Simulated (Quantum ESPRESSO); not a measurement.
# KBr under changes of volume

One of the cells (35.937 Å³/atom); the others are scaled copies at fixed shape and fractional positions:

```
Br K
1.0
     0.00000    3.30000    3.30000
     3.30000    0.00000    3.30000
     3.30000    3.30000    0.00000
Br K
1 1
Direct
  0.50000 0.50000 0.50000
  0.00000 0.00000 0.00000
```

```yaml
Program: Quantum ESPRESSO 7.5
Functional: PBEsol
Potentials_or_basis: PseudoDojo 0.4.1 SR PBEsol standard
Cutoff: 1007 eV
Density_cutoff: 4027 eV
k_mesh: 7 × 7 × 7
Occupations: fermi-dirac, width 0.05 eV
Spin: no spin polarisation
```

```csv
volume (Å³/atom),energy over the lowest point (meV/atom),pressure (GPa),gap on the mesh (eV)
33.781,?,?,?
34.500,0.50,0.3,4.38
35.218,0.00,-0.1,4.33
35.937,0.89,-0.3,4.28
36.656,3.00,-0.6,4.23
37.374,6.20,-0.8,4.19
38.093,10.37,-1.0,4.15
```

Task: What does the run at 33.781 Å³/atom give?

Result: Energy over the lowest point 2.58 meV/atom; pressure 0.6 GPa; gap on the mesh 4.44 eV.

Worked out: A Birch-Murnaghan fit of order 3 (a polynomial in V^(-2/3)) to the other rows has its minimum at 35.10 Å³/atom with B0 = V·E''(V) = 15.3 GPa and B' = 4.8. It gives 2.56 meV/atom at 33.781 Å³/atom, against the run's 2.58, and -dE/dV = 0.6 GPa, against 0.6. A straight line through the other rows of the gap, of slope -2.34 eV per unit of ln V (its deformation potential), extrapolates to 4.43 eV, against the run's 4.44.

Energies are extrapolated to zero smearing.

Caveats: an odd mesh through Γ misses points on the zone boundary, where band edges often lie (some runs).

Spin-orbit coupling on Br is left out.
